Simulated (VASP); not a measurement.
Runs of VASP 6.6.1 on ZnSe. The cell holds a slab with vacuum, 14 atoms: a = 5.668 Å, b = 4.008 Å, c = 34.023 Å, α = 90.00°, β = 90.00°, γ = 90.00°. 

```csv
cell,vacuum (Å),gap on the mesh (eV),largest force (eV/Å)
"Pmm2, 55.2 Å³/atom",22,1.03,1.56
"Pmm2, 35.73 Å³/atom",10,1.03,1.56
"Pmm2, 27.62 Å³/atom",5,(a),1.58
"Pmm2, 45.46 Å³/atom",-,1.03,1.56
```

Alike in all rows: task work function; level PBEsol; potentials or basis VASP PAW PBE potentials, release 64 (Zn, Se); no spin polarisation; k mesh 4 × 6 × 1; cutoff (eV) 520; smearing gaussian 0.05 eV.

Q: Estimate the missing entries.

A: (a) 0.90.

Caveats: the PAW data sets were made with another functional, which shifts forces and pressure a little.

A k mesh can miss the band edges, and the runs leave out spin-orbit coupling on Se.
